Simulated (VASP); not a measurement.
# BN (Fmm2) in VASP: notebook

Runs on BN. Level: PBE. Tasks: single point.

Program: VASP 6.6.1. These are calculated values, not measurements. Logs are shortened: lines on timing, memory, paths and dates and some standing lists are left out, and cuts for length are marked.

### 1 The structure

Symmetry: Fmm2, No. 42, orthorhombic system. The conventional cell has a = 2.503 Å, b = 6.991 Å, c = 4.332 Å, α = 90.00°, β = 90.00°, γ = 90.00°. Around N (site symmetry mm2) lie 3 B at 1.44 Å. Around B (site symmetry mm2) lie 3 N at 1.44 Å.

Measurements of this composition are mostly on another form, of space group No. 194.

### 2 Single point, PBE

INCAR reads:

```
PREC = Accurate
ENCUT = 280
EDIFF = 1E-7
ISMEAR = 0
SIGMA = 0.05
LREAL = False
LASPH = True
NELM = 100
ALGO = Normal
ISIF = 2
LWAVE = False
LCHARG = False
GGA = PE
ADDGRID = False
```

KPOINTS reads:

```
regular mesh
0
Gamma
  6 6 6
```

POSCAR reads:

```
BN
1.0
    0.0000000000      3.4953158300      2.1660912400
    1.2516321000      0.0000000000      2.1660912400
    1.2516321000      3.4953158300      0.0000000000
N B
1 1
Direct
    0.6666513400      0.6666513400      0.3333486600
    0.0000486500      0.0000486500      0.9999513500
```

Potentials or basis: VASP PAW PBE potentials, release 64 (N_s, B_s).

Command:

```console
$ cat potpaw_PBE.64/N_s/POTCAR potpaw_PBE.64/B_s/POTCAR > POTCAR
$ mpirun -np 1 vasp_std > vasp.out
```

OUTCAR:

```text
PREC = Accurate
   ENCUT = 280
   EDIFF = 1E-7
   ISMEAR = 0
   LREAL = False
   LASPH = True
   NELM = 100
   ISIF = 2
   GGA = PE

 Found     46 irreducible k-points:

 Following reciprocal coordinates:
            Coordinates               Weight
  0.000000  0.000000  0.000000      1.000000
  0.166667  0.000000 -0.000000      8.000000
  0.333333  0.000000  0.000000      8.000000
  0.500000  0.000000  0.000000      4.000000
  0.166667  0.166667  0.000000      2.000000
  0.333333  0.166667  0.000000      8.000000
   k-points           NKPTS =     46   k-points in BZ     NKDIM =     46   number of bands    NBANDS=      8
   number of dos      NEDOS =    301   number of ions     NIONS =      2
   total plane-waves  NPLWV =   6720
   dimension x,y,z NGX =    24 NGY =   14 NGZ =   20
   dimension x,y,z NGXF=    48 NGYF=   28 NGZF=   40
   ions per type =               1   1
   NGX,Y,Z   is equivalent  to a cutoff of   9.70,  9.30,  8.96 a.u.
   NGXF,Y,Z  is equivalent  to a cutoff of  19.41, 18.61, 17.91 a.u.
 SYSTEM =  unknown system
   PREC   = accura    normal or accurate (medium, high low for compatibility)
   ISTART =      0    job   : 0-new  1-cont  2-samecut
   ICHARG =      2    charge: 1-file 2-atom 10-const
   ISPIN  =      1    spin polarized calculation?
   LNONCOLLINEAR =      F non collinear calculations
   LSORBIT =      F    spin-orbit coupling
   LASPH  =      T    aspherical Exc in radial PAW
   ENCUT  =  280.0 eV  20.58 Ry    4.54 a.u.   5.61  3.41  5.07*2*pi/ulx,y,z
   NELM   =    100;   NELMIN=  2; NELMDL= -5     # of ELM steps
   EDIFF  = 0.1E-06   stopping-criterion for ELM
   LREAL  =      F    real-space projection
   EDIFFG = 0.1E-05   stopping-criterion for IOM
   NSW    =      0    number of steps for IOM
   IBRION =     -1    ionic relax: 0-MD 1-quasi-New 2-CG
   NFREE  =      0    steps in history (QN), initial steepest desc. (CG)
   ISIF   =      2    stress and relaxation
   ISYM   =      2    0-nonsym 1-usesym 2-fastsym
   POTIM  = 0.5000    time-step for ionic-motion
   TEBEG  =    0.0;   TEEND  =   0.0 temperature during run
   PSTRESS=    0.0 pullay stress
   NELECT =       8.0000    total number of electrons
   NUPDOWN=      -1.0000    fix difference up-down
   EMIN   =  10.00;   EMAX   =-10.00  energy-range for DOS
   EFERMI =   0.00;   METHOD = LEGACY
   ISMEAR =     0;   SIGMA  =   0.05  broadening in eV -4-tet -1-fermi 0-gaus
   EFERMI_NEDOS =   21; number of points for ismear=-14 and -15
   IALGO  =     38    algorithm
   IMIX   =      4    mixing-type and parameters
     AMIX     =   0.40;   BMIX     =  1.00
     AMIX_MAG =   1.60;   BMIX_MAG =  1.00
  volume/ion in A,a.u.               =       9.48        63.95
  Fermi-wavevector in a.u.,A,eV,Ry     =   1.228047  2.320672 20.518928  1.508099
  Thomas-Fermi vector in A             =   2.362987
   LORBIT       =      0    0 simple, 1 ext, 2 COOP (PROOUT), +10 PAW based schemes
   GGA     = PE    functional components
   LHFCALC =     F    Hartree Fock is set to
   AEXX    =    0.0000 exact exchange contribution
   IVDW    =     0    specifies the selected vdW correction
   LEPSILON=     F    determine dielectric tensor
   LRPA    =     F    only Hartree local field effects (RPA)
 non-spin polarized calculation
 Gauss-broadening in eV      SIGMA  =   0.05
  energy-cutoff  :      280.00
  volume of cell :       18.95
 maximum number of plane-waves:       210
 NGX is ok and might be reduce to    24
   NGX = 11   NGY =  7   NGZ =  9

 number of electron       8.0000000 magnetization

 Free energy of the ion-electron system (eV)
  ---------------------------------------------------
  ext. energy  EPLUGINS =         0.00000000
  ---------------------------------------------------
  free energy    TOTEN  =       -17.51525589 eV

  energy without entropy =      -17.51525589  energy(sigma->0) =      -17.51525589

 E-fermi :   3.3836     XC(G=0):  -9.6996

 val. band max:        3.1576104138   @ k =   0.5000  -0.3333   0.1667
 cond. band min:       7.0037387471   @ k =   0.0000   0.5000   0.5000
 fundamental gap:      3.8461283333
 Fermi energy:         3.3835523642

 k-point     1 :       0.0000    0.0000    0.0000
  band No.  band energies     occupation
      1     -14.7307      2.00000
      2      -1.3316      2.00000
      3       1.7334      2.00000
      4       1.7407      2.00000
      5       8.0115      0.00000
      6      14.7100      0.00000
      7      14.7678      0.00000
      8      16.1534      0.00000

 k-point     2 :       0.1667    0.0000   -0.0000
  band No.  band energies     occupation
      1     -14.1841      2.00000
      2      -0.7979      2.00000
      3      -0.2399      2.00000
      4       0.8394      2.00000
      5       9.1583      0.00000
      6      14.3424      0.00000
      7      14.5330      0.00000
      8      16.9187      0.00000

 k-point     3 :       0.3333    0.0000    0.0000
  band No.  band energies     occupation
      1     -12.7174      2.00000
      2      -3.8322      2.00000
      3      -0.5278      2.00000
      4       0.7643      2.00000
      5      10.0370      0.00000
      6      12.2320      0.00000
      7      14.5264      0.00000
      8      20.9750      0.00000

 k-point     4 :       0.5000    0.0000    0.0000
  band No.  band energies     occupation
      1     -11.5350      2.00000
      2      -5.8661      2.00000
      3      -1.0848      2.00000
      4       2.1450      2.00000
      5       7.8008      0.00000
      6      12.9978      0.00000
      7      16.4870      0.00000
      8      18.7761      0.00000

 k-point     5 :       0.1667    0.1667    0.0000
  band No.  band energies     occupation
      1     -14.1954      2.00000
      2      -0.6593      2.00000
      3      -0.2861      2.00000
      4       0.8472      2.00000
      5       8.9160      0.00000
      6      14.4946      0.00000
      7      14.5554      0.00000
      8      16.9753      0.00000

 k-point     6 :       0.3333    0.1667    0.0000
  band No.  band energies     occupation
      1     -13.1815      2.00000
      2      -2.4937      2.00000
      3      -0.8707      2.00000
      4       0.4832      2.00000
      5      10.6401      0.00000
      6      12.1154      0.00000
      7      15.5667      0.00000
      8      17.8855      0.00000

 [... further k-points ...]
[... 5 lines left out ...]
  --------------------------------------------------------------------------------------
  -------------------------------------------------------------------------------------
  Total        0.6446507     -0.3011926      0.6530065      0.0000000      0.0000000      0.0000000
  in kB       54.4960702    -25.4615630     55.2024304      0.0000000      0.0000000      0.0000000
  external PRESSURE =      28.0789792 kB  Pullay stress =       0.0000000 kB

 VOLUME and BASIS-vectors are now :
 -----------------------------------------------------------------------------
  energy-cutoff  :      280.00
  volume of cell :       18.95
      direct lattice vectors                 reciprocal lattice vectors
     0.000000000  3.495315830  2.166091240    -0.399478409  0.143048590  0.230830535
     1.251632100  0.000000000  2.166091240     0.399478409 -0.143048590  0.230830535
     1.251632100  3.495315830  0.000000000     0.399478409  0.143048590 -0.230830535

 POSITION                                       TOTAL-FORCE (eV/Angst)
 -----------------------------------------------------------------------------------
      1.25163      3.49532      2.88806         0.000000      0.000000     -0.010699
      1.25163      3.49532      0.00021         0.000000      0.000000      0.010699
 -----------------------------------------------------------------------------------
    total drift:                               -0.000010      0.000009      0.000036

  FREE ENERGIE OF THE ION-ELECTRON SYSTEM (eV)
  ---------------------------------------------------
  free  energy   TOTEN  =       -17.5152558916 eV

  energy  without entropy=      -17.5152558916  energy(sigma->0) =      -17.51525589
```

It took 2.2 s on 1 thread of Intel Xeon 6975P-C (Granite Rapids), shared host; peak memory 0.11 GiB.

These settings aren't checked as converged: the numbers below hold their error.

Results:

- Free energy: -17.5153 eV
- Largest force: 0.011 eV/Å
- Band gap on the k mesh: 3.85 eV, indirect (least direct gap 4.56 eV)

Caveat: the k mesh is coarse (spacing up to 0.51 Å⁻¹), so the values aren't converged; the cutoff is under 1.25 times the usual one of these potentials, so pressure, stress and relaxed cells hold a basis-set (Pulay) error.

### 3 Single point, PBE

INCAR is that of step 2.

KPOINTS is that of step 2.

POSCAR reads:

```
BN
1.0
    0.0000000000      3.4953158300      2.1660912400
    1.2516321000      0.0000000000      2.1660912400
    1.2516321000      3.4953158300      0.0000000000
N B
1 1
Direct
    0.6643870000      0.6373240000      0.3259630000
   -0.0156690000     -0.0240960000      1.0349220000
```

Potentials or basis: VASP PAW PBE potentials, release 64 (N_s, B_s).

Command:

```console
$ cat potpaw_PBE.64/N_s/POTCAR potpaw_PBE.64/B_s/POTCAR > POTCAR
$ mpirun -np 1 vasp_std > vasp.out
```

Wall time 3.7 s (1 thread of Intel Xeon 6975P-C (Granite Rapids), shared host); peak memory 0.11 GiB.

The run converged, but some of its settings lie outside the range that counts as converged, so its numbers aren't taken as properties of the crystal.

Results:

```
Free energy            : -17.3668 eV
Largest force          : 2.909 eV/Å
Band gap on the k mesh : 3.71 eV, indirect (least direct gap 4.54 eV)
```

Caveat: the k mesh is coarse (spacing up to 0.51 Å⁻¹), so the values aren't converged; the cutoff is under 1.25 times the usual one of these potentials, so pressure, stress and relaxed cells hold a basis-set (Pulay) error.

### 4 Single point, PBE

INCAR, as its differences from that of step 3:

```diff
@@ -1,3 +1,3 @@
 PREC = Accurate
-ENCUT = 280
+ENCUT = 460
 EDIFF = 1E-7
```

KPOINTS reads:

```
regular mesh
0
Gamma
  5 5 5
```

POSCAR reads:

```
BN
1.0
    0.0000000000      3.4953158300      2.1660912400
    1.2516321000      0.0000000000      2.1660912400
    1.2516321000      3.4953158300      0.0000000000
N B
1 1
Direct
    0.6666513400      0.6666513400      0.3333486600
    0.0000486500      0.0000486500      0.9999513500
```

Command:

```console
$ cat potpaw_PBE.64/N_s/POTCAR potpaw_PBE.64/B_s/POTCAR > POTCAR
$ mpirun -np 1 vasp_std > vasp.out
```

It took 3.2 s on 1 thread of Intel Xeon 6975P-C (Granite Rapids), shared host; peak memory 0.13 GiB.

The run converged, but some of its settings lie outside the range that counts as converged, so its numbers aren't taken as properties of the crystal.

What came out:

| Property | Result |
| --- | --- |
| Free energy | -17.5494 eV |
| Pressure | 4.1 GPa |
| Largest force | 0.012 eV/Å |
| Band gap on the k mesh | 4.29 eV, indirect (least direct gap 4.99 eV) |

Caveat: the k mesh is coarse (spacing up to 0.61 Å⁻¹), so the values aren't converged; an odd mesh through Γ misses points on the zone boundary, where band edges often lie.

### 5 Single point, PBE

INCAR is that of step 4.

KPOINTS is that of step 4.

POSCAR reads:

```
BN
1.0
    0.0000000000      3.4953158300      2.1660912400
    1.2516321000      0.0000000000      2.1660912400
    1.2516321000      3.4953158300      0.0000000000
N B
1 1
Direct
    0.6643870000      0.6373240000      0.3259630000
   -0.0156690000     -0.0240960000      1.0349220000
```

Potentials or basis: VASP PAW PBE potentials, release 64 (N_s, B_s).

Command:

```console
$ cat potpaw_PBE.64/N_s/POTCAR potpaw_PBE.64/B_s/POTCAR > POTCAR
$ mpirun -np 1 vasp_std > vasp.out
```

OUTCAR:

```text
PREC = Accurate
   ENCUT = 460
   EDIFF = 1E-7
   ISMEAR = 0
   LREAL = False
   LASPH = True
   NELM = 100
   ISIF = 2
   GGA = PE

 Found     63 irreducible k-points:

 Following reciprocal coordinates:
            Coordinates               Weight
  0.000000  0.000000  0.000000      1.000000
  0.200000 -0.000000 -0.000000      2.000000
 -0.200000 -0.200000 -0.200000      2.000000
 -0.000000  0.200000  0.000000      2.000000
  0.000000  0.000000  0.200000      2.000000
  0.400000  0.000000  0.000000      2.000000
[... 135 lines left out ...]
      4       1.3315      2.00000
      5       9.2399      0.00000
      6      12.5553      0.00000
      7      15.1421      0.00000
      8      19.8457      0.00000

 [... further k-points ...]
[... 5 lines left out ...]
  --------------------------------------------------------------------------------------
  -------------------------------------------------------------------------------------
  Total        0.6639839      0.0081920      1.0318762     -0.2401465      0.0395580      0.7773647
  in kB       56.1304179      0.6925169     87.2304935    -20.3009820      3.3440685     65.7151585
  external PRESSURE =      48.0178094 kB  Pullay stress =       0.0000000 kB

 VOLUME and BASIS-vectors are now :
 -----------------------------------------------------------------------------
  energy-cutoff  :      460.00
  volume of cell :       18.95
      direct lattice vectors                 reciprocal lattice vectors
     0.000000000  3.495315830  2.166091240    -0.399478409  0.143048590  0.230830535
     1.251632100  0.000000000  2.166091240     0.399478409 -0.143048590  0.230830535
     1.251632100  3.495315830  0.000000000     0.399478409  0.143048590 -0.230830535

 POSITION                                       TOTAL-FORCE (eV/Angst)
 -----------------------------------------------------------------------------------
      1.20568      3.46159      2.81962         2.378615      1.282042     -0.548711
      1.26518      3.56261      4.24605        -2.378615     -1.282042      0.548711
 -----------------------------------------------------------------------------------
    total drift:                               -0.000036      0.000015     -0.000022

  FREE ENERGIE OF THE ION-ELECTRON SYSTEM (eV)
  ---------------------------------------------------
  free  energy   TOTEN  =       -17.4051419981 eV

  energy  without entropy=      -17.4051419981  energy(sigma->0) =      -17.40514200
```

OSZICAR:

```text
N       E                     dE             d eps       ncg     rms          rms(c)
DAV:   1     0.902337060125E+01    0.90234E+01   -0.40868E+03  1384   0.101E+03
DAV:   2    -0.185087851549E+02   -0.27532E+02   -0.26219E+02  1144   0.193E+02
DAV:   3    -0.193185920857E+02   -0.80981E+00   -0.80981E+00  1744   0.458E+01
DAV:   4    -0.193224415824E+02   -0.38495E-02   -0.38495E-02  1208   0.278E+00
DAV:   5    -0.193224589509E+02   -0.17369E-04   -0.17369E-04  1768   0.268E-01    0.175E+01
DAV:   6    -0.176159488123E+02    0.17065E+01   -0.70285E+00  1536   0.292E+01    0.216E+01
DAV:   7    -0.174952772922E+02    0.12067E+00   -0.11742E-01  1432   0.633E+00    0.163E+01
DAV:   8    -0.174062574838E+02    0.89020E-01   -0.34676E-01  1576   0.121E+01    0.119E+00
DAV:   9    -0.174049648465E+02    0.12926E-02   -0.44313E-03  1056   0.134E+00    0.488E-01
DAV:  10    -0.174050549015E+02   -0.90055E-04   -0.18021E-03  1544   0.949E-01    0.135E-01
DAV:  11    -0.174051146934E+02   -0.59792E-04   -0.60423E-05  1408   0.103E-01    0.582E-02
DAV:  12    -0.174051415618E+02   -0.26868E-04   -0.29797E-05  1144   0.500E-02    0.847E-03
DAV:  13    -0.174051419227E+02   -0.36089E-06   -0.63258E-07  1648   0.122E-02    0.397E-03
DAV:  14    -0.174051419981E+02   -0.75386E-07   -0.12160E-07  1224   0.415E-03
   1 F= -.17405142E+02 E0= -.17405142E+02  d E =-.638726E-11
```

Wall time 6.1 s (1 thread of Intel Xeon 6975P-C (Granite Rapids), shared host); peak memory 0.13 GiB.

The run converged, but some of its settings lie outside the range that counts as converged, so its numbers aren't taken as properties of the crystal.

Results:

- Free energy: -17.4051 eV
- Pressure: 4.8 GPa
- Largest force: 2.757 eV/Å
- Band gap on the k mesh: 4.13 eV, indirect (least direct gap 4.76 eV)

Caveat: the k mesh is coarse (spacing up to 0.61 Å⁻¹), so the values aren't converged; an odd mesh through Γ misses points on the zone boundary, where band edges often lie.

### 6 Single point, PBE

INCAR, as its differences from that of step 5:

```diff
@@ -1,3 +1,3 @@
 PREC = Accurate
-ENCUT = 460
+ENCUT = 340
 EDIFF = 1E-7
```

KPOINTS reads:

```
regular mesh
0
Gamma
  6 6 6
```

POSCAR reads:

```
BN
1.0
    0.0000000000      3.4953158300      2.1660912400
    1.2516321000      0.0000000000      2.1660912400
    1.2516321000      3.4953158300      0.0000000000
N B
1 1
Direct
    0.6666513400      0.6666513400      0.3333486600
    0.0000486500      0.0000486500      0.9999513500
```

Potentials or basis: VASP PAW PBE potentials, release 64 (N_s, B_s).

Command:

```console
$ cat potpaw_PBE.64/N_s/POTCAR potpaw_PBE.64/B_s/POTCAR > POTCAR
$ mpirun -np 1 vasp_std > vasp.out
```

It took 2.9 s on 1 thread of Intel Xeon 6975P-C (Granite Rapids), shared host; peak memory 0.12 GiB.

The run converged, but some of its settings lie outside the range that counts as converged, so its numbers aren't taken as properties of the crystal.

What came out:

| Property | Result |
| --- | --- |
| Free energy | -17.5398 eV |
| Pressure | 4.5 GPa |
| Largest force | 0.010 eV/Å |
| Band gap on the k mesh | 3.85 eV, indirect (least direct gap 4.55 eV) |

Caveat: the k mesh is coarse (spacing up to 0.51 Å⁻¹), so the values aren't converged; the cutoff is under 1.25 times the usual one of these potentials, so pressure, stress and relaxed cells hold a basis-set (Pulay) error.

### 7 For comparison

An earlier run on the cell as given: functional PBE; potentials or basis VASP PAW PBE potentials, release 64 (N, B); cutoff 520 eV; k mesh 13 × 13 × 13; occupations fermi-dirac, width 0.05 eV; no spin polarisation.

* Pressure: 3.3 GPa
* Largest force: 0.010 eV/Å
* Band gap on the k mesh: 3.90 eV, indirect (least direct gap 4.65 eV)
